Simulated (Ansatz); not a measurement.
**PBE against r2SCAN: RuO2, pressure 30 GPa**

Take RuO₂ in the rutile structure (space group P4_2/mnm, No. 136; a = 4.523 Å, c = 3.119 Å) as the base.

(Cell as relaxed with PBE.)

Levels (all Ansatz, a quantum-chemistry and plane-wave program, PAW): PBE (420 eV, scalar-relativistic without spin-orbit coupling); r2SCAN (500 eV, scalar-relativistic without spin-orbit coupling).

Each level relaxes its own structure.

```tsv
base	PBE	r2SCAN
volume per atom	10.64 Å³	10.39 Å³
lattice parameter a	452.3 pm	448.0 pm
band gap	zero	zero
```

Perturbation: cell and atoms relaxed at a pressure of 30 GPa.

| quantity | PBE | r2SCAN |
|---|---|---|
| volume per atom | 9.67 Å³ | ? |
| band gap | zero | ? |
| c/a ratio | 0.705 | ? |

Task: What does r2SCAN give?

Result: 
- volume per atom, r2SCAN: 9.52 Å³
- band gap, r2SCAN: zero
- c/a ratio, r2SCAN: 0.707

PBE's volume per atom lies 0.15 Å³ above r2SCAN's (1.5 %); the two agree on the band gap. Neither level is exact; r2SCAN is the comparison here, not a measurement.

Load acts through the strain it causes; cell and atoms are relaxed under it. No phonon test of stability was made. No other phases were tried under pressure. Seeded moments were not kept for the base. No Hubbard U is applied, and correlation can decide whether such a compound is a metal. All final runs are without spin polarisation.
